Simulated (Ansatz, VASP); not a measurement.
**Two plane-wave programs on SnO2**

```xyz
6
Lattice="4.7880 0.0000 0.0000 0.0000 4.8666 0.0000 0.0000 0.0000 3.2409" Properties=species:S:1:pos:R:3 pbc="T T T"
Sn    2.3940    2.4333    1.6204
Sn    0.0000    0.0000    0.0000
O     1.3974    1.5624    0.0000
O     3.7914    0.8709    1.6204
O     0.9966    3.9957    1.6204
O     3.3906    3.3042    0.0000
```

The cell is a database's computed one.

Alike in both runs: task single point; functional LDA; k mesh 4 × 4 × 6; occupations gaussian, width 0.1 eV; no spin polarisation.

|  | VASP | Ansatz |
| --- | --- | --- |
| version | VASP 6.6.1 | Ansatz 0.2.0 |
| potentials or method | VASP PAW LDA potentials, release 64 (Sn_d, O) | scalar-relativistic, plane waves, PAW |
| plane-wave cutoff (eV) | 520 | 420 |
| valence electrons in the cell | 52 | 52 |

|  | VASP | Ansatz | Ansatz less VASP |
| --- | --- | --- | --- |
| gap on the k mesh at the Fermi level (eV) | 0.70 | 0.68 | -0.022 |
| least direct gap on the mesh (eV) | 0.70 | 0.68 | -0.022 |
| pressure (GPa) | -10.4 | -11.2 | -0.82 |
| largest component of the traceless stress (GPa) | 1.03 | 1.30 | +0.272 |
| rms of the force components (eV/Å) | 0.071 | 0.080 | +0.0088 |

Atom by atom the forces differ by 0.010 eV/Å (rms over components).

Caveats: spin-orbit coupling is left out, which moves the levels of the heavy elements.
